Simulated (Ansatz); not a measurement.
**What spin–orbit coupling does to the bands of ZnAu**

```
Zn Au
1.0
     3.14700    0.00000    0.00000
     0.00000    3.14700    0.00000
     0.00000    0.00000    3.14700
Zn Au
1 1
Direct
  0.50000 0.50000 0.50000
  0.00000 0.00000 0.00000
```

Atom numbers follow the list: Zn1, Au2.

The cell is COD entry 1510322, as deposited and not checked against the literature; nothing was relaxed.

Levels of theory: DFT, PBE, all-electron LAPW, scalar-relativistic (Ansatz 0.2.0); DFT, PBE, all-electron LAPW, Dirac equation with spin-orbit coupling (Ansatz 0.2.0).

Numerical set-up: a Γ-centred 13×13×13 k mesh, Fermi–Dirac smearing of 0.05 eV, basis error target 0.5 meV/atom, no spin polarisation.

Levels between -8 and 5 eV, each run counted from its own valence-band top where it has a gap, else its Fermi level. Scalar levels are listed once for both spins; with the coupling every spinor state is counted. Levels near the edges of the range can cross them.

Task: At Γ (0.000, 0.000, 0.000) the scalar-relativistic levels are -7.48 (×3), -5.49 (×2), -3.79 (×3), 4.93 (×3). What are they with spin–orbit coupling?

Result: -7.58 (×4), -7.31 (×2), -5.72 (×4), -3.89 (×4), -3.15 (×2), 4.08 (×2).

Task: At M (0.500, 0.500, 0.000) the scalar-relativistic levels are -7.82 (×2), -7.15, -6.46, -5.12, -4.14 (×2), -3.21, -2.04 (×2), 0.79, 2.45. What are they with spin–orbit coupling?

Result: -7.88 (×2), -7.83 (×2), -7.12 (×2), -6.50 (×2), -5.44 (×2), -4.10 (×2), -4.08 (×2), -2.99 (×2), -2.42 (×2), -1.78 (×2), 0.82 (×2), 2.52 (×2).

Task: At X (0.000, 0.500, 0.000) the scalar-relativistic levels are -7.79, -7.70, -7.58, -7.49 (×2), -7.32, -5.86, -5.51, -4.98 (×2), -3.95, -2.43. What are they with spin–orbit coupling?

Result: -7.84 (×2), -7.78 (×2), -7.63 (×2), -7.51 (×2), -7.39 (×2), -7.23 (×2), -6.24 (×2), -5.51 (×2), -5.42 (×2), -4.65 (×2), -3.69 (×2), -2.28 (×2).
